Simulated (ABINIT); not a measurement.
The system is SrO.

```xyz
2
Lattice="0.0000 2.5663 2.5663 2.5663 0.0000 2.5663 2.5663 2.5663 0.0000" Properties=species:S:1:pos:R:3 pbc="T T T"
Sr    2.5663    2.5663    2.5663
O     0.0000    0.0000    0.0000
```

Base run:

| Property | Result |
| --- | --- |
| Program | ABINIT 10.8.3 (patched build) |
| Functional | PBE |
| Potentials or basis | PseudoDojo NC SR PBE v0.4.1 standard |
| Cutoff | 952 eV |
| k mesh | 6 × 6 × 6 |
| Occupations | fixed |
| Spin | no spin polarisation |

Its results: band gap on the k mesh 3.32 eV, indirect (least direct gap 3.39 eV).

Task: The run is repeated on the same cell with these changes: functional from PBE to PBE0. What comes out?

Result: Band gap on the k mesh 5.52 eV, indirect (least direct gap 5.61 eV).

PBE0 gives the wider gap, since exact exchange removes part of the self-interaction.

A k mesh can miss the band edges.
